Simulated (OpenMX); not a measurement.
Runs of OpenMX 3.8.5 on MgO. Symmetry: Fm-3m, No. 225, cubic system. The conventional cell has a = 4.194 Å, b = 4.194 Å, c = 4.194 Å, α = 90.00°, β = 90.00°, γ = 90.00°. Around Mg (site symmetry m-3m) lie 6 O at 2.10 Å. Around O (site symmetry m-3m) lie 6 Mg at 2.10 Å. The cell is a database's computed one.

```csv
task,level,potentials or basis,spin,cell,k mesh,SCF threshold,k mesh for the DOS,spin constraint,constraint strength,optimiser,gap on the mesh (eV),pressure (GPa),moment (μB)
density of states,LDA,"OpenMX 2013 LDA set, Mg7.0-s3p2d2, O6.0-s3p2d2, grid cutoff 500 Ry","collinear, ferromagnetic start","atoms moved at random, drawn with an rms of 0.1 Å",11 × 11 × 11,1e-08 Ha,14 × 14 × 14,-,-,-,4.78,-2.8,0.00
density of states,LDA,"OpenMX 2013 LDA set, Mg7.0-s3p2d1, O5.0-s2p2d1, grid cutoff 500 Ry","non-collinear, ferromagnetic start, moments held on the sites",as given,9 × 9 × 9,1e-07 Ha,12 × 12 × 12,directions and sizes,0.2 eV,-,4.80,-,0.00
band structure,PBE+D4,"OpenMX 2013 PBE set, Mg7.0-s3p2, O6.0-s2p2, grid cutoff 500 Ry",off,as given,11 × 11 × 11,1e-08 Ha,-,-,-,-,(a),-,-
relaxation of the atoms,LDA,"OpenMX 2013 LDA set, Mg7.0-s3p2d1, O6.0-s2p2d1, grid cutoff 500 Ry",off,atoms relaxed from: cell strained at random at fixed volume,9 × 9 × 9,1e-08 Ha,-,-,-,DIIS,4.86,-,-
density of states,PBE+D3,"OpenMX 2013 PBE set, Mg7.0-s3p2d1, O5.0-s2p2d1, grid cutoff 500 Ry","collinear, ferromagnetic start",cell strained at random at fixed volume,11 × 11 × 11,1e-08 Ha,14 × 14 × 14,-,-,-,4.68,-,0.00
density of states,LDA,"OpenMX 2013 LDA set, Mg7.0-s3p2, O6.0-s2p2, grid cutoff 500 Ry",off,cell strained at random at fixed volume,11 × 11 × 11,1e-08 Ha,14 × 14 × 14,-,-,-,4.70,3.4,-
```

Alike in all rows: smearing fermi-dirac 0.05 eV.

Task: Fill in the values left out.

Result: (a) 5.05.

Caveats: the basis of atomic orbitals isn't converged, which shifts pressures, moduli and gaps; an odd mesh through Γ misses points on the zone boundary, where band edges often lie (some runs); the relaxation stopped at its first step, so nothing moved (some runs).
